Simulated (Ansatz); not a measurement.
Runs of Ansatz 0.2.0 on AlRu. Symmetry: Pm-3m, No. 221, cubic system. The conventional cell has a = 2.992 Å, b = 2.992 Å, c = 2.992 Å, α = 90.00°, β = 90.00°, γ = 90.00°. Around Ru (site symmetry m-3m) lie 8 Al at 2.59 Å. Al (site symmetry m-3m) is surrounded by 8 Ru at 2.59 Å. 

```tsv
task	level	cell	k mesh	points for each segment of the path	atoms under strain	gap on the mesh (eV)	pressure (GPa)	relaxed volume (Å³/atom)
band structure	PBEsol	as given	9 × 9 × 9	14	-	none	-3.3	-
relaxation of cell and atoms	BLYP+D3(BJ)	relaxed	9 × 9 × 9	-	-	none	0.0	(b)
relaxation of cell and atoms	revPBE+D4	relaxed	9 × 9 × 9	-	-	none	0.0	13.13
elastic constants	LDA	as given	7 × 7 × 7	-	clamped	none	(a)	-
relaxation of cell and atoms	PBEsol	relaxed	9 × 9 × 9	-	-	none	0.0	13.18
```

Alike in all rows: potentials or basis Ansatz PAW; no spin polarisation; cutoff (eV) 420; smearing fermi-dirac 0.05 eV.

Problem. Estimate the missing entries.

Solution. (a) -8.1; (b) 13.01.

Caveats: the PAW data sets come from PBE, with cores solved anew for the run's functional, which leaves a small shift of forces and pressure; the plane-wave basis is chosen anew once the cell has moved, so the energies of steps on either side of that aren't comparable (some runs); pairwise dispersion overbinds metals, which lowers pressure and volume (some runs); the cell is more than 3 GPa from zero pressure, which shifts response properties (some runs); elastic constants of metals need much finer meshes, so these are rough (some runs).

A k mesh can miss the band edges, and the runs leave out spin-orbit coupling on Ru.

A gap of «none» marks a metal or a gap under the smearing width.

Runs at the PBE level aren't shown here.
